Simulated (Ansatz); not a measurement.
# Ge: start and end of a relaxation

The cell of Ge is invented: 4-connected net of one element (P42_12, No. 90). Lengths were set from tabulated atomic sizes, so they are only a guess.

start.cif

```cif
data_structure
_symmetry_space_group_name_H-M 'P 1'
_symmetry_Int_Tables_number 1
_cell_length_a 6.7807
_cell_length_b 6.7807
_cell_length_c 4.6713
_cell_angle_alpha 90.000
_cell_angle_beta 90.000
_cell_angle_gamma 90.000
_cell_volume 214.78
loop_
_atom_site_label
_atom_site_type_symbol
_atom_site_fract_x
_atom_site_fract_y
_atom_site_fract_z
_atom_site_occupancy
Ge1 Ge 0.05221 0.74311 0.33195 1
Ge2 Ge 0.94779 0.25689 0.33195 1
Ge3 Ge 0.75689 0.55221 0.33195 1
Ge4 Ge 0.24311 0.44779 0.33195 1
Ge5 Ge 0.44779 0.24311 0.66805 1
Ge6 Ge 0.55221 0.75689 0.66805 1
Ge7 Ge 0.74311 0.05221 0.66805 1
Ge8 Ge 0.25689 0.94779 0.66805 1
Ge9 Ge 0.00000 0.00000 0.00000 1
Ge10 Ge 0.50000 0.50000 0.00000 1
```

The calculation used DFT PBE, scalar-relativistic, plane waves, PAW (Ansatz 0.2.0). Cutoff 420 eV, Gaussian smearing, Γ-centred meshes. Cell and atoms relax first on a coarse mesh and then on a converged one. In between, the cell is made exact in the group found at 0.06 Å. The steps can't lower the symmetry of their start. No spin polarisation.

end.cif

```cif
data_structure
_symmetry_space_group_name_H-M 'P 1'
_symmetry_Int_Tables_number 1
_cell_length_a 6.8230
_cell_length_b 6.8230
_cell_length_c 5.6504
_cell_angle_alpha 90.000
_cell_angle_beta 90.000
_cell_angle_gamma 90.000
_cell_volume 263.05
loop_
_atom_site_label
_atom_site_type_symbol
_atom_site_fract_x
_atom_site_fract_y
_atom_site_fract_z
_atom_site_occupancy
Ge1 Ge 0.05254 0.76013 0.33525 1
Ge2 Ge 0.94746 0.23987 0.33525 1
Ge3 Ge 0.73987 0.55254 0.33525 1
Ge4 Ge 0.26013 0.44746 0.33525 1
Ge5 Ge 0.44746 0.26013 0.66475 1
Ge6 Ge 0.55254 0.73987 0.66475 1
Ge7 Ge 0.76013 0.05254 0.66475 1
Ge8 Ge 0.23987 0.94746 0.66475 1
Ge9 Ge 0.00000 0.00000 0.00000 1
Ge10 Ge 0.50000 0.50000 0.00000 1
```

The symmetry stays P42_12 (No. 90). The volume per atom grows by 22.5 %, from 21.5 to 26.3 Å³. The shortest distance goes from 2.36 Å (Ge–Ge) to 2.53 Å (Ge–Ge). The ratio c/a of the conventional cell changes by a factor of 1.20. The energy falls by about 0.23 eV/atom (the start's value is from the coarse mesh).

```yaml
Volume_per_atom: 26.30 Å³
Density: 4.58 g/cm³
Energy_over_the_standard_state: +0.330 eV/atom
Gap_on_the_6×6×6_mesh_of_the_10-atom_cell: 0.05 eV
```

Energies count from the standard state of Ge at the same level. It lies above the standard state, so it could only be metastable.

The last run used Gaussian smearing of 0.01 eV. Small gaps are read on the mesh alone, and bands can cross between its points. A structure relaxed within its symmetry needn't be a true minimum. In all, the 3 runs took 7.5 min on 1 thread of Intel(R) Xeon(R) 6975P-C (Granite Rapids), on a shared host. Another cell of Ge relaxed alike, in P6_422, lies 156 meV/atom lower, so this cell isn't the stable form at this level.
